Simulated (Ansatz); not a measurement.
## Ge, one cell by several methods

```yaml
crystal:
  lattice:
    - [2.71207, -0.02712, 0.00000]
    - [-0.02712, 2.71207, 0.00000]
    - [0.00000, 0.00000, 2.71207]
  atoms:
    - { symbol: Ge, position: [0.00000, 0.00000, 0.00000] }
```

The structure comes from a relaxation in the same program, started in the sc type. Whether it is a known phase or the ground state wasn't checked. The listed cell was then made from it by scaling, straining or moving an atom.

All numbers are computed: DFT, PBE, PAW with Ansatz's default frozen-core files, scalar-relativistic (Ansatz 0.2.0); DFT, PBE, all-electron PAW with datasets made for the crystal, scalar-relativistic (Ansatz 0.2.0); DFT, PBE, all-electron LAPW, scalar-relativistic (Ansatz 0.2.0).

For PAW: a Γ-centred 13×13×13 k mesh, Fermi–Dirac smearing of 0.05 eV, cutoff 420 eV, no spin polarisation. The crystal-made all-electron datasets (AE datasets) take a cutoff of 140 eV at this cell. LAPW targets a basis error of 0.25 meV/atom. The Ansatz runs share mesh, smearing and spin set-up. Plane-wave (PAW) pressures include the program's estimate of the Pulay term.

Stress and pressure are positive in compression.

The change that made this cell: xy engineering shear strain of -2 %.

| quantity | PAW | AE datasets | LAPW |
| --- | --- | --- | --- |
| pressure (GPa) | -0.01 | 0.02 | 0.02 |
| stress xx (GPa) | 0.08 | 0.11 | 0.11 |
| stress zz (GPa) | -0.19 | -0.16 | -0.16 |
| stress xy (GPa) | 0.14 | 0.13 | 0.13 |
